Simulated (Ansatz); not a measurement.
The system is TiCo.

```
CELL_PARAMETERS angstrom
2.98611 0.00000 0.00000
0.00000 2.98611 0.00000
0.00000 0.00000 2.98611
ATOMIC_POSITIONS crystal
Co 0.50000 0.50000 0.50000
Ti 0.00000 0.00000 0.00000
```

The cell comes from a database or a generator and needn't be the stable form of this composition.

Base run:

- Program: Ansatz 0.2.0
- Functional: PBE
- Potentials or basis: Ansatz PAW
- Cutoff: 420 eV (not typed: the program's choice for these potentials)
- k mesh: 9 × 9 × 9
- Occupations: fermi-dirac, width 0.05 eV
- Spin: no spin polarisation

Its results: band gap on the k mesh none (metal or under the smearing width); pressure -2.4 GPa.

Question: The run is repeated on the same cell with these changes: spin from no spin polarisation to collinear spin, random start. What comes out?

Answer: Band gap on the k mesh none (metal or under the smearing width); pressure -0.5 GPa; net moment -0.82 μB per cell; site moments Co -0.92; Ti +0.03 μB.
